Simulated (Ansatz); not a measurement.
# InP: the cost of one run

Method: reference: DFT, HSE06, plane waves, PAW, in Ansatz 0.2.0.

10 further runs of the same task are left out: 2 for a known fault of the program, 8 that didn't finish.

### 1 The structure to begin with

The structure is cubic, space group Fm-3m (No. 225). Conventional cell: a = 5.491 Å, b = 5.491 Å, c = 5.491 Å, α = 90.00°, β = 90.00°, γ = 90.00°. Around In (site symmetry m-3m) lie 6 P at 2.75 Å. Around P (site symmetry m-3m) lie 6 In at 2.75 Å.

Structure file:

```xyz
2
Lattice="0.0000 2.7454 2.7454 2.7454 0.0000 2.7454 2.7454 2.7454 0.0000" Properties=species:S:1:pos:R:3 pbc="T T T"
In    0.0000    0.0000    0.0000
P     2.7454    2.7454    2.7454
```

### 2 The reference run

input.yaml reads:

```yaml
crystal:
  lattice:
    - [0.0, 2.7453630729, 2.7453630729]
    - [2.7453630729, 0.0, 2.7453630729]
    - [2.7453630729, 2.7453630729, 0.0]
  atoms:
    - { symbol: In, position: [0.0, 0.0, 0.0] }
    - { symbol: P, position: [0.5, 0.5, 0.5] }
kpoints:
  mp_grid: { grid: [4, 4, 4] }
hamiltonian:
  xc: hse06
scf:
  occupations: { method: fermi_dirac, width: 0.02 }
  n_extra_bands: 4
output:
  forces: true
  stress: true
  eigenvalues: true
```

Command:

```
$ ansatz run input.yaml --threads 4 --pin off --max-ram 3686MiB --backend cpu --events-out ev --progress --plain --runs-dir out
```

Q: Estimate wall time and peak memory on 4 threads of Arm Neoverse V1, shared host.

About 4.9 s, with a peak of 0.58 GiB.
